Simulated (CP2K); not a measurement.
**MoS2 in CP2K: the effect of dispersion**

The system is MoS2.

```
Mo S
1.0
     6.41491    0.00000    0.00000
     5.63659    3.06265    0.00000
     5.63659    1.43243    2.70702
Mo S
1 2
Direct
  0.00000 0.00000 0.00000
  0.41700 0.41700 0.41700
  0.25000 0.25000 0.25000
```

Measurements of this composition are mostly on another form, of space group No. 194.

Alike in all runs:

* Program: CP2K 2026.2
* Task: single point
* Functional: r2SCAN
* Potentials or basis: POTENTIAL_UZH Mo GTH-SCAN-q14, S GTH-SCAN-q6; TZVP-MOLOPT-SCAN-GTH basis
* Density cutoff: 9184 eV
* k mesh: 10 × 10 × 10
* Occupations: fermi-dirac, width 0.05 eV
* Spin: no spin polarisation

| dispersion | pressure (GPa) | largest force (eV/Å) |
| --- | --- | --- |
| none | 5.6 | 0.57 |
| D3(BJ) | 3.7 | 0.58 |
| D4 | 4.3 | 0.58 |
| rVV10 | ? | ? |
| D3(BJ)+ATM | 4.2 | 0.58 |

What does the run with dispersion rVV10 give?

Pressure 4.7 GPa; largest force 0.64 eV/Å.

Caveats: the basis of atomic orbitals isn't converged, which shifts pressures, moduli and gaps.
